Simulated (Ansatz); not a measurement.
## In3SbAs2: competing structures

Method: DFT PBE, scalar-relativistic, plane waves, PAW in Ansatz. Settings: cutoff 420 eV, Γ-centred meshes spaced at most about 0.3 Å⁻¹, and about 0.25 Å⁻¹ or finer for metals (2π included), Gaussian smearing. No spin polarisation.

The zero of energy is the elements' standard structures at the same level; no fitted shifts are applied.

All energies are static (0 K, no zero-point motion). Only the structures computed here compete, so a lower one can exist. Spin–orbit coupling, which can matter for Sb, is left out. The zero gap of P3m1 may come from the functional, which often closes small gaps. The reference form of As is held partly by dispersion forces, which this level lacks.

Invented guesses were relaxed alike, and ends that match in structure were merged. ΔE counts from the first row. Coordination counts As or Sb atoms around In (for each partner element, those within 1.25 times its shortest distance or 1.15 times the sum of covalent radii, where it is the nearest in units of that sum or under 1.3; the shortest distance is added where it is long for a bond; a slash parts the counts of unlike sites). The ends were matched against large subsets of the Crystallography Open Database and the Materials Project, so a missing match doesn't prove that a structure is unreported.

| # | reached from | type and space group | atoms | Å³/atom | coordination | ΔE (meV/atom) | gap on mesh (eV) | in databases |
| --- | --- | --- | --- | --- | --- | --- | --- | --- |
| 1 | Sb and As ordered on zinc blende sites | P3m1 (No. 156) | 6 | 31.9 | In 4 | 0 | 0.00 | no match |
| 2 | As/Sb ordered on a cell of InSb, changed on relaxing | P2/m (No. 10) | 6 | 25.6 | In 2/4 from 3.2 Å | 279 | 0.00 | no match |
| 3 | As/Sb ordered on a cell of InSb, changed on relaxing | Pmmm (No. 47) | 6 | 26.2 | In 2 | 305 | 0.00 | no match |

The lowest: Space group P3m1 (No. 156), trigonal, a = 4.481 Å, c = 10.991 Å. Around In on its first site lie 4 As at 2.69–2.72 Å; around In on its second site lie 3 As at 2.72 Å and 1 Sb at 2.87 Å; around In on its third site lie 1 As at 2.67 Å and 3 Sb at 2.80 Å; Sb is surrounded by 4 In at 2.80–2.87 Å; around As on its first site lie 4 In at 2.69–2.72 Å; 1 more site not described. Its energy over the elements is −0.18 eV/atom. A negative formation energy is needed for stability but isn't enough: competing phases decide. An observed structure of this formula, if there is one, may be missing.

```cif
data_structure
_symmetry_space_group_name_H-M 'P 1'
_symmetry_Int_Tables_number 1
_cell_length_a 4.4810
_cell_length_b 4.4810
_cell_length_c 10.9911
_cell_angle_alpha 90.000
_cell_angle_beta 90.000
_cell_angle_gamma 120.000
_cell_volume 191.13
loop_
_atom_site_label
_atom_site_type_symbol
_atom_site_fract_x
_atom_site_fract_y
_atom_site_fract_z
_atom_site_occupancy
In1 In 0.00000 0.00000 0.00025 1
In2 In 0.33333 0.66667 0.67895 1
In3 In 0.66667 0.33333 0.31995 1
Sb1 Sb 0.33333 0.66667 0.41821 1
As1 As 0.00000 0.00000 0.75587 1
As2 As 0.66667 0.33333 0.07677 1
```

The second: Space group P2/m (No. 10), monoclinic, a = 6.556 Å, b = 3.007 Å, c = 8.276 Å, β = 109.6°. In on a site of symmetry m is surrounded by 1 As at 2.85 Å, 5 In at 3.01–3.19 Å and 1 Sb at 3.14 Å; In on a site of symmetry 2/m is surrounded by 2 In at 3.01 Å, 4 In at 3.19 Å and 4 As at 3.23 Å; Sb is surrounded by 2 As at 2.94 Å, 2 Sb at 3.01 Å and 2 In at 3.14 Å; As has 1 As at 2.79 Å, 1 In at 2.85 Å, 1 Sb at 2.94 Å, 2 As at 3.01 Å and 2 In at 3.23 Å. Counting As or Sb atoms around In, the first has In 4 and the second has In 2/4 from 3.2 Å. The second holds Sb–Sb chains (shortest 3.01 Å); in the first the shortest Sb–Sb distance is 4.48 Å. Cells relaxed within their symmetry can be saddle points.

```
In Sb As
1.0
     6.55596    0.00000    0.00000
     0.00000    3.00727    0.00000
    -2.77947    0.00000    7.79478
In Sb As
3 1 2
Cartesian
  2.3820 0.0000 5.3495
  1.3945 0.0000 2.4453
  0.0000 1.5036 0.0000
  -1.3897 0.0000 3.8974
  3.9682 0.0000 1.2131
  -0.1917 0.0000 6.5817
```

Some types were kept out of the candidates beforehand, so the set may lack a known form.

The tetrahedral arrangement wins clearly over the two denser ones because it keeps every bond between In and a pnictogen, with eight electrons per pair filling the sp³ bonding states. In the P2/m cell, In–In and pnictogen–pnictogen contacts replace part of this network, and the remaining In–As and In–Sb contacts are stretched. Density alone doesn't set the order, since Pmmm is less dense than P2/m yet higher in energy.

Within P3m1 the size mismatch shows up as coherent strain. As and Sb layers share one in-plane lattice, so the In–Sb bonds inclined to c are squeezed to 2.80 Å while the one along c reaches 2.87 Å; for As the pattern is reversed. Disordered In(As,Sb) alloys are narrow-gap semiconductors, so the zero gap probably reflects an In/pnictogen s-like state falling to or below the p-like valence edge, an effect that layer ordering can enhance. Because this strain costs energy, separation into InAs and InSb is the decisive test, and it isn't made here.
